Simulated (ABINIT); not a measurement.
Here is an ABINIT 10.8.3 (patched build) calculation.

The input run.abi:

```
# Pseudopotentials
pp_dirpath "./"
pseudos "Ga.upf"

# Structure
acell 8.4082796997 8.408294156 5.2254706798
rprim
     1.0000000000     0.0000000000     0.0000000000
    -0.5000002641     0.8660252513     0.0000000000
     0.0000000000     0.0000000000     1.0000000000
ntypat 1
znucl 31
natom 2
typat 1 1
xcart
    -0.0000255807     2.5689195112     1.3826000000
     2.2247555807     1.2844404888     1.3826000000 Angstrom

# Plane-wave basis
ecut 57.0

# k points
kptopt 1
ngkpt 7 7 10
nshiftk 1
shiftk 0.0 0.0 0.0

# Exchange and correlation
ixc 11

# Bands and occupations
nband 26
occopt 3
tsmear 0.05 eV

# SCF cycle
nstep 100
tolvrs 1.0e-10

# Output
iomode 3
prtwf 0
prtden 0
prteig 0
prtebands 0
enunit 1
```

Potentials or basis: PseudoDojo NC SR PBE v0.5 stringent.

Launch:

```console
$ abinit run.abi > log 2>&1
```

Task: Predict the band gap on the k mesh.

Result: None (metal or under the smearing width).

Task: Estimate the pressure.

Result: 0.1 GPa.

Stress tensor (GPa, compression positive):
```
 0.49  0.00  0.00
 0.00  0.49  0.00
 0.00  0.00 -0.81
```
